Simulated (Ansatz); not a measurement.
# Si2Ni (Fm-3m) in Ansatz: further runs, part 2 of 2

Ansatz 0.2.0. Earlier steps stand in the parts before.

## Step 3: Single point, r2SCAN, collinear spin, ferromagnetic start, 12.64 Å³/atom (volume scaled by 0.96)

Input file input.yaml:

```yaml
crystal:
  lattice:
    - [0.0, 2.6664684948, 2.6664684948]
    - [2.6664684948, 0.0, 2.6664684948]
    - [2.6664684948, 2.6664684948, 0.0]
  atoms:
    - { symbol: Ni, position: [0.0, 0.0, 0.0], spin: 1.0 }
    - { symbol: Si, position: [0.75, 0.75, 0.75] }
    - { symbol: Si, position: [0.25, 0.25, 0.25] }
hamiltonian:
  xc: r2scan
  pseudopotentials: { kind: paw }
magnetization:
  spin_polarized: true
kpoints:
  mp_grid: { grid: [9, 9, 9] }
scf:
  occupations: { method: fermi_dirac, width: 0.05 }
output:
  forces: true
  stress: true
  eigenvalues: true
  write_density: true
  write_potential: true
  elf: true
  volumetric_format: npy
```

Potentials or basis: Ansatz PAW.

Launch:

```bash
$ ansatz run input.yaml --threads 2 --pin off --max-ram 5632MiB --backend cpu --events-out ev --progress --plain --runs-dir out
```

Wall time 8.4 s (2 threads of Arm Neoverse V1, shared host); peak memory 0.47 GiB.

The run converged. Its results:

```yaml
Free_energy: -7124.4571 eV
Pressure: 5.0 GPa
Band_gap_on_the_k_mesh: none (metal or under the smearing width)
Net_moment: 0.00 μB per cell
Absolute_moment: 0.00 μB per cell
```

Caveat: the magnetic or orbital state may not be the lowest; the PAW data sets come from PBE, with cores solved anew for the run's functional, which leaves a small shift of forces and pressure; the starting moments weren't kept.

## Step 4: Single point, r2SCAN, collinear spin, ferromagnetic start, 12.90 Å³/atom (volume scaled by 0.98)

Changes to input.yaml since step 3:

```diff
@@ -2,5 +2,5 @@
   lattice:
-    - [0.0, 2.6664684948, 2.6664684948]
-    - [2.6664684948, 0.0, 2.6664684948]
-    - [2.6664684948, 2.6664684948, 0.0]
+    - [0.0, 2.6848585138, 2.6848585138]
+    - [2.6848585138, 0.0, 2.6848585138]
+    - [2.6848585138, 2.6848585138, 0.0]
   atoms:
@@ -22,5 +22 @@
   eigenvalues: true
-  write_density: true
-  write_potential: true
-  elf: true
-  volumetric_format: npy
```

Launch:

```bash
$ ansatz run input.yaml --threads 2 --pin off --max-ram 5632MiB --backend cpu --events-out ev --progress --plain --runs-dir out
```

Run time: 8.5 s. Hardware: 2 threads of Arm Neoverse V1, shared host; peak memory 0.47 GiB.

It converged, with:

* Free energy: -7124.4730 eV
* Pressure: 1.5 GPa
* Band gap on the k mesh: none (metal or under the smearing width)
* Net moment: 0.00 μB per cell
* Absolute moment: 0.00 μB per cell

Caveat: the magnetic or orbital state may not be the lowest; the PAW data sets come from PBE, with cores solved anew for the run's functional, which leaves a small shift of forces and pressure; the starting moments weren't kept.

## Step 5: Single point, r2SCAN, collinear spin, ferromagnetic start, 13.17 Å³/atom

Changes to input.yaml since step 4:

```diff
@@ -2,5 +2,5 @@
   lattice:
-    - [0.0, 2.6848585138, 2.6848585138]
-    - [2.6848585138, 0.0, 2.6848585138]
-    - [2.6848585138, 2.6848585138, 0.0]
+    - [0.0, 2.703, 2.703]
+    - [2.703, 0.0, 2.703]
+    - [2.703, 2.703, 0.0]
   atoms:
```

Launch:

```bash
$ ansatz run input.yaml --threads 2 --pin off --max-ram 5632MiB --backend cpu --events-out ev --progress --plain --runs-dir out
```

Run time: 8.9 s. Hardware: 2 threads of Arm Neoverse V1, shared host; peak memory 0.47 GiB.

It converged, with:

| Quantity | Value |
| --- | --- |
| Free energy | -7124.4729 eV |
| Pressure | -1.5 GPa |
| Band gap on the k mesh | none (metal or under the smearing width) |
| Net moment | 0.00 μB per cell |
| Absolute moment | 0.00 μB per cell |

Caveat: the magnetic or orbital state may not be the lowest; the PAW data sets come from PBE, with cores solved anew for the run's functional, which leaves a small shift of forces and pressure; the starting moments weren't kept.

## Step 6: Single point, r2SCAN, collinear spin, ferromagnetic start, 13.43 Å³/atom (volume scaled by 1.02)

Changes to input.yaml since step 5:

```diff
@@ -2,5 +2,5 @@
   lattice:
-    - [0.0, 2.703, 2.703]
-    - [2.703, 0.0, 2.703]
-    - [2.703, 2.703, 0.0]
+    - [0.0, 2.7209011839, 2.7209011839]
+    - [2.7209011839, 0.0, 2.7209011839]
+    - [2.7209011839, 2.7209011839, 0.0]
   atoms:
@@ -22 +22,5 @@
   eigenvalues: true
+  write_density: true
+  write_potential: true
+  elf: true
+  volumetric_format: npy
```

Potentials or basis: Ansatz PAW.

Launch:

```bash
$ ansatz run input.yaml --threads 2 --pin off --max-ram 5632MiB --backend cpu --events-out ev --progress --plain --runs-dir out
```

Run time: 8.9 s. Hardware: 2 threads of Arm Neoverse V1, shared host; peak memory 0.47 GiB.

It converged, with:

```yaml
Free_energy: -7124.4585 eV
Pressure: -4.3 GPa
Band_gap_on_the_k_mesh: none (metal or under the smearing width)
Net_moment: 0.00 μB per cell
Absolute_moment: 0.00 μB per cell
```

Caveat: the magnetic or orbital state may not be the lowest; the PAW data sets come from PBE, with cores solved anew for the run's functional, which leaves a small shift of forces and pressure; the starting moments weren't kept.

## Step 7: Single point, r2SCAN, collinear spin, ferromagnetic start, 13.69 Å³/atom (volume scaled by 1.04)

Changes to input.yaml since step 6:

```diff
@@ -2,5 +2,5 @@
   lattice:
-    - [0.0, 2.7209011839, 2.7209011839]
-    - [2.7209011839, 0.0, 2.7209011839]
-    - [2.7209011839, 2.7209011839, 0.0]
+    - [0.0, 2.7385698685, 2.7385698685]
+    - [2.7385698685, 0.0, 2.7385698685]
+    - [2.7385698685, 2.7385698685, 0.0]
   atoms:
@@ -22,5 +22 @@
   eigenvalues: true
-  write_density: true
-  write_potential: true
-  elf: true
-  volumetric_format: npy
```

Launch:

```bash
$ ansatz run input.yaml --threads 2 --pin off --max-ram 5632MiB --backend cpu --events-out ev --progress --plain --runs-dir out
```

It took 7.8 s on 2 threads of Arm Neoverse V1, shared host; peak memory 0.47 GiB.

It converged, with:

```
Free energy            : -7124.4311 eV
Pressure               : -6.8 GPa
Band gap on the k mesh : none (metal or under the smearing width)
Net moment             : 0.00 μB per cell
Absolute moment        : 0.00 μB per cell
```

Caveat: the magnetic or orbital state may not be the lowest; the PAW data sets come from PBE, with cores solved anew for the run's functional, which leaves a small shift of forces and pressure; the starting moments weren't kept.

## Step 8: Single point, r2SCAN, collinear spin, ferromagnetic start, 13.96 Å³/atom (volume scaled by 1.06)

Changes to input.yaml since step 7:

```diff
@@ -2,5 +2,5 @@
   lattice:
-    - [0.0, 2.7385698685, 2.7385698685]
-    - [2.7385698685, 0.0, 2.7385698685]
-    - [2.7385698685, 2.7385698685, 0.0]
+    - [0.0, 2.756013459, 2.756013459]
+    - [2.756013459, 0.0, 2.756013459]
+    - [2.756013459, 2.756013459, 0.0]
   atoms:
```

Launch:

```bash
$ ansatz run input.yaml --threads 2 --pin off --max-ram 5632MiB --backend cpu --events-out ev --progress --plain --runs-dir out
```

It took 8.3 s on 2 threads of Arm Neoverse V1, shared host; peak memory 0.48 GiB.

The run converged. Its results:

| Item | Value |
| --- | --- |
| Free energy | -7124.3918 eV |
| Pressure | -9.1 GPa |
| Band gap on the k mesh | none (metal or under the smearing width) |
| Net moment | 0.00 μB per cell |
| Absolute moment | 0.00 μB per cell |

Caveat: the magnetic or orbital state may not be the lowest; the PAW data sets come from PBE, with cores solved anew for the run's functional, which leaves a small shift of forces and pressure; the starting moments weren't kept.

## Step 9: Equation of state, r2SCAN, collinear spin, ferromagnetic start

Potentials or basis: Ansatz PAW.

No new run: the results of the series are fitted here.

Results:

```
Equilibrium volume                      : 13.03 Å³/atom
Bulk modulus                            : 153 GPa
Pressure derivative of the bulk modulus : 4.3 (rough: it moves with the points fitted)
```

Energy against volume, from the lowest point:
| volume (Å³/atom) | energy (meV/atom) |
| --- | --- |
| 12.376 | 16.67 |
| 12.639 | 5.30 |
| 12.902 | 0.00 |
| 13.166 | 0.03 |
| 13.429 | 4.82 |
| 13.692 | 13.97 |
| 13.956 | 27.06 |

Caveat: the magnetic or orbital state may not be the lowest; the PAW data sets were made with another functional, which shifts forces and pressure a little.
